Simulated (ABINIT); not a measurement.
# C (Fd-3m) in ABINIT: settings compared, part 2 of 2

ABINIT 10.8.3 (patched build).

**4. Equation of state, PBE+D3(BJ)**

Input file run.abi:

```
# Datasets: one volume each
ndtset 7
getwfk -1
scalecart1 3*0.9795861087
scalecart2 3*0.9864848297
scalecart3 3*0.9932883884
scalecart4 3*1.0000000000
scalecart5 3*1.0066227096
scalecart6 3*1.0131594038
scalecart7 3*1.0196128224

# Pseudopotentials
pp_dirpath "./"
pseudos "C.GGA_PBE-JTH.xml"

# Structure
acell 2.5220660407 2.5220660407 2.5220660407 Angstrom
rprim
     0.0000000000     0.7071067812     0.7071067812
     0.7071067812     0.0000000000     0.7071067812
     0.7071067812     0.7071067812     0.0000000000
ntypat 1
znucl 6
natom 2
typat 1 1
xred
     0.7500000000     0.7500000000     0.7500000000
     0.5000000000     0.5000000000     0.5000000000

# Plane-wave basis
ecut 20.0
pawecutdg 40.0

# k points
kptopt 1
ngkpt 13 13 13
nshiftk 1
shiftk 0.0 0.0 0.0

# Exchange and correlation
ixc 11
vdw_xc 7

# Bands and occupations
nband 8
occopt 3
tsmear 0.00183747

# SCF cycle
nstep 100
tolvrs 1.0e-9

# Output
iomode 3
prtwf 1
prtden 0
prteig 0
prtebands 0
enunit 1
```

Potentials or basis: JTH PAW PBE v2.0.

Run with:

```bash
$ abinit run.abi > log 2>&1
```

run.abo:

```text
.Version 10.8.3 of ABINIT
 DATASET    1 : space group Fd -3 m (#227); Bravais cF (face-center cubic)
================================================================================
 Values of the parameters that define the memory need for DATASET  1.
     intxc =       0    ionmov =       0      iscf =      17    lmnmax =       8
     lnmax =       4     mgfft =      20  mpssoang =       2    mqgrid =    3001
     natom =       2  nloc_mem =       2    nspden =       1   nspinor =       1
    nsppol =       1      nsym =      48    n1xccc =       1    ntypat =       1
    occopt =       3   xclevel =       2
       mpw =         322          nfft =        8000          nkpt =          84
 PAW method is used; the additional fine FFT grid is defined by:
   mgfftf=        30    nfftf =     27000
================================================================================
================================================================================
[... 71 lines left out ...]
 DATASET    7 : space group Fd -3 m (#227); Bravais cF (face-center cubic)
================================================================================
 Values of the parameters that define the memory need for DATASET  7.
     intxc =       0    ionmov =       0      iscf =      17    lmnmax =       8
     lnmax =       4     mgfft =      20  mpssoang =       2    mqgrid =    3001
     natom =       2  nloc_mem =       2    nspden =       1   nspinor =       1
    nsppol =       1      nsym =      48    n1xccc =       1    ntypat =       1
    occopt =       3   xclevel =       2
       mpw =         356          nfft =        8000          nkpt =          84
 PAW method is used; the additional fine FFT grid is defined by:
[... 1404 lines left out ...]
            acell      4.7660140884E+00  4.7660140884E+00  4.7660140884E+00 Bohr
           etotal1    -1.1497276841E+01
           etotal2    -1.1498359605E+01
           etotal3    -1.1498885707E+01
           etotal4    -1.1498906914E+01
           etotal5    -1.1498496226E+01
           etotal6    -1.1497675185E+01
           etotal7    -1.1496472796E+01
            fcart1     8.1563563859E-29 -4.0781781930E-28  4.0781781930E-28
                      -8.1563563859E-29  4.0781781930E-28 -4.0781781930E-28
            fcart2    -4.0496585313E-27  1.1339043888E-27  8.0993170627E-28
                       4.0496585313E-27 -1.1339043888E-27 -8.0993170627E-28
            fcart3     4.8263043281E-28 -4.8263043281E-28 -1.6087681094E-28
                      -4.8263043281E-28  4.8263043281E-28  1.6087681094E-28
            fcart4    -1.9175648192E-27 -1.5979706827E-27  2.2371589557E-27
                       1.9175648192E-27  1.5979706827E-27 -2.2371589557E-27
            fcart5     3.4924063091E-27 -3.1749148264E-28 -2.8574233438E-27
                      -3.4924063091E-27  3.1749148264E-28  2.8574233438E-27
[... 38 lines left out ...]
                       0.0000000000E+00  0.0000000000E+00  0.0000000000E+00
           xangst1     2.6204467180E+00  2.6204467180E+00  2.6204467180E+00
                       1.7469644787E+00  1.7469644787E+00  1.7469644787E+00
           xangst2     2.6389011761E+00  2.6389011761E+00  2.6389011761E+00
                       1.7592674508E+00  1.7592674508E+00  1.7592674508E+00
           xangst3     2.6571010699E+00  2.6571010699E+00  2.6571010699E+00
                       1.7714007132E+00  1.7714007132E+00  1.7714007132E+00
           xangst4     2.6750550000E+00  2.6750550000E+00  2.6750550000E+00
                       1.7833700000E+00  1.7833700000E+00  1.7833700000E+00
           xangst5     2.6927711124E+00  2.6927711124E+00  2.6927711124E+00
                       1.7951807416E+00  1.7951807416E+00  1.7951807416E+00
           xangst6     2.7102571290E+00  2.7102571290E+00  2.7102571290E+00
                       1.8068380860E+00  1.8068380860E+00  1.8068380860E+00
           xangst7     2.7275203786E+00  2.7275203786E+00  2.7275203786E+00
                       1.8183469191E+00  1.8183469191E+00  1.8183469191E+00
             xred      7.5000000000E-01  7.5000000000E-01  7.5000000000E-01
                       5.0000000000E-01  5.0000000000E-01  5.0000000000E-01
 Calculation completed.
```

It took 28 s on 1 thread of Arm Neoverse V2, shared host; peak memory 0.12 GiB.

Results:

* Equilibrium volume: 5.62 Å³/atom
* Bulk modulus: 447 GPa
* Pressure derivative of the bulk modulus: 4.0 (rough: it moves with the points fitted)

Energy against volume, from the lowest point:
| volume (Å³/atom) | energy (meV/atom) |
| --- | --- |
| 5.332 | 22.18 |
| 5.445 | 7.45 |
| 5.558 | 0.29 |
| 5.672 | 0.00 |
| 5.785 | 5.59 |
| 5.899 | 16.76 |
| 6.012 | 33.12 |

Caveat: pressures at fixed basis lie under the slope of the energies; the atomic spheres overlap.

**5. Equation of state, BLYP+D2**

run.abi, as its differences from that of step 4:

```diff
@@ -40,4 +40,4 @@
 # Exchange and correlation
-ixc 11
-vdw_xc 7
+ixc -106131
+vdw_xc 5
 
@@ -46,3 +46,3 @@
 occopt 3
-tsmear 0.00183747
+tsmear 0.05 eV
 
@@ -58,2 +58,2 @@
 prtebands 0
-enunit 1
+enunit 2
```

Run with:

```bash
$ abinit run.abi > log 2>&1
```

It took 30 s on 1 thread of Arm Neoverse V2, shared host; peak memory 0.12 GiB.

The run converged. Its results:

| Quantity | Value |
| --- | --- |
| Equilibrium volume | 5.74 Å³/atom |
| Bulk modulus | 422 GPa |
| Pressure derivative of the bulk modulus | 4.4 (rough: it moves with the points fitted) |

Energy against volume, from the lowest point:
```tsv
volume (Å³/atom)	energy (meV/atom)
5.332	43.75
5.445	21.72
5.558	8.04
5.672	0.72
5.785	0.00
5.899	5.18
6.012	15.07
```

Caveat: pressures at fixed basis lie under the slope of the energies; the PAW data sets were made with another functional, which shifts forces and pressure a little; the atomic spheres overlap.

**6. Band structure, SOGGA**

Input file run.abi:

```
# Datasets: ground state, then fixed potential
ndtset 2

# Pseudopotentials
pp_dirpath "./"
pseudos "C.GGA_PBE-JTH.xml"

# Structure
acell 2.5220660407 2.5220660407 2.5220660407 Angstrom
rprim
     0.0000000000     0.7071067812     0.7071067812
     0.7071067812     0.0000000000     0.7071067812
     0.7071067812     0.7071067812     0.0000000000
ntypat 1
znucl 6
natom 2
typat 1 1
xred
     0.7500000000     0.7500000000     0.7500000000
     0.5000000000     0.5000000000     0.5000000000

# Plane-wave basis
ecut 20.0
pawecutdg 40.0

# Exchange and correlation
ixc -150130

# Bands and occupations
occopt 3
tsmear 0.05 eV

# SCF cycle
nstep 100

# Output
iomode 3
prtwf 0
prteig 0
prtebands 0
enunit 2
prtden1 1

# Dataset 1
kptopt1 1
ngkpt1 13 13 13
nshiftk1 1
shiftk1 0.0 0.0 0.0
nband1 8
tolvrs1 1.0e-9

# Dataset 2: bands along G-X-W-K-G-L-U-W-L-K
iscf2 -2
getden2 1
nband2 12
nbdbuf2 2
tolwfr2 1.0e-12
kptopt2 -9
ndivsm2 6
prteig2 1
kptbounds2
     0.0000000000     0.0000000000     0.0000000000
     0.5000000000     0.0000000000     0.5000000000
     0.5000000000     0.2500000000     0.7500000000
     0.3750000000     0.3750000000     0.7500000000
     0.0000000000     0.0000000000     0.0000000000
     0.5000000000     0.5000000000     0.5000000000
     0.6250000000     0.2500000000     0.6250000000
     0.5000000000     0.2500000000     0.7500000000
     0.5000000000     0.5000000000     0.5000000000
     0.3750000000     0.3750000000     0.7500000000
```

Potentials or basis: JTH PAW PBE v2.0.

Run with:

```bash
$ abinit run.abi > log 2>&1
```

Run time: 13 s. Hardware: 1 thread of Arm Neoverse V2, shared host; peak memory 0.12 GiB.

It converged, with:

```yaml
Free_energy: -311.1676 eV
Pressure: -7.3 GPa
Band_gap_on_the_k_mesh: 3.92 eV, indirect (least direct gap 5.50 eV)
Band_gap_along_the_path: 3.91 eV, indirect (least direct gap 5.50 eV)
```

Levels at the corners of the path, in eV from the valence-band top:
| point | band 1 | band 2 | band 3 | band 4 | band 5 | band 6 | band 7 | band 8 |
| --- | --- | --- | --- | --- | --- | --- | --- | --- |
| Γ | -21.59 | 0.00 | 0.00 | 0.00 | 5.50 | 5.50 | 5.50 | 13.32 |
| X | -12.83 | -12.83 | -6.37 | -6.37 | 4.49 | 4.49 | 16.81 | 16.81 |
| W | -12.00 | -12.00 | -8.47 | -8.47 | 10.39 | 10.39 | 12.28 | 12.28 |
| K | -13.00 | -11.79 | -9.48 | -5.42 | 5.42 | 10.57 | 14.34 | 15.60 |
| Γ | -21.59 | 0.00 | 0.00 | 0.00 | 5.50 | 5.50 | 5.50 | 13.32 |
| L | -15.74 | -13.53 | -2.82 | -2.82 | 8.34 | 8.34 | 8.78 | 15.41 |
| U | -13.00 | -11.79 | -9.48 | -5.42 | 5.42 | 10.57 | 14.34 | 15.60 |
| W | -12.00 | -12.00 | -8.47 | -8.47 | 10.39 | 10.39 | 12.28 | 12.28 |
| L | -15.74 | -13.53 | -2.82 | -2.82 | 8.34 | 8.34 | 8.78 | 15.41 |
| K | -13.00 | -11.79 | -9.48 | -5.42 | 5.42 | 10.57 | 14.34 | 15.60 |

Caveat: the PAW data sets were made with another functional, which shifts forces and pressure a little; the atomic spheres overlap.

**7. Overview**

```tsv
task	level	potentials or basis	cutoff (eV)	fine-grid cutoff	gap on the mesh (eV)	pressure (GPa)	V0 of scaled cells (Å³/atom)	B0 (GPa)
band structure	r2SCAN	PseudoDojo NC SR PBE v0.5 standard	1333	-	4.17	3.6	-	-
equation of state	PBEsol	JTH PAW PBE v2.0	544	1088.46 eV	-	-	5.61	452
equation of state	PBE+D3(BJ)	JTH PAW PBE v2.0	544	1088.46 eV	-	-	5.62	447
equation of state	BLYP+D2	JTH PAW PBE v2.0	544	1088.46 eV	-	-	5.74	422
band structure	SOGGA	JTH PAW PBE v2.0	544	1088.46 eV	3.92	-7.3	-	-
```

Alike in all rows: no spin polarisation; cell as given; k mesh 13 × 13 × 13; smearing fermi-dirac 0.05 eV.

Caveats: the atomic spheres overlap (some runs); pressures at fixed basis lie under the slope of the energies (some runs); the PAW data sets were made with another functional, which shifts forces and pressure a little (some runs); a meta-GGA on potentials with a model core is unreliable (some runs); the potentials were made for another functional, which shifts forces and pressure (some runs).

Absolute energies hang on the potentials; compare differences alone.

**8. Comparison with measurements**

Step 3. A measured bulk modulus of C is 442 GPa (quoted in “Equation of state of cubic boron nitride at high pressures and temperatures”, 2007, arxiv:cond-mat/0702656); the calculated 452 GPa misses it by +2.4 %. 3 values of this kind are on record (442 to 444.8 GPa); this one was drawn at random among those near their median, those with a stated uncertainty first. The fit is for a static lattice scaled at fixed shape and fixed fractional positions. The cell as given is a measured one (5.67 Å³/atom); PBEsol puts the equilibrium volume -1.1 % from it, thermal expansion not counted.

Step 4. A measured bulk modulus of C is 442 GPa (quoted in “Equation of state of cubic boron nitride at high pressures and temperatures”, 2007, arxiv:cond-mat/0702656); the calculated 447 GPa misses it by +1.1 %. 3 values of this kind are on record (442 to 444.8 GPa); this one was drawn at random among those near their median, those with a stated uncertainty first. The fit is for a static lattice scaled at fixed shape and fixed fractional positions. The cell as given is a measured one (5.67 Å³/atom); PBE+D3(BJ) puts the equilibrium volume -0.9 % from it, thermal expansion not counted.

Step 5. Against the measured bulk modulus of C, 444.8 GPa (quoted in “Equation of state of cubic boron nitride at high pressures and temperatures”, 2007, arxiv:cond-mat/0702656), the calculated 422 GPa is off by -5.2 %. 3 values of this kind are on record (442 to 444.8 GPa); this one was drawn at random among those near their median, those with a stated uncertainty first. The fit is for a static lattice scaled at fixed shape and fixed fractional positions. The cell as given is a measured one (5.67 Å³/atom); BLYP+D2 puts the equilibrium volume +1.2 % from it, thermal expansion not counted.
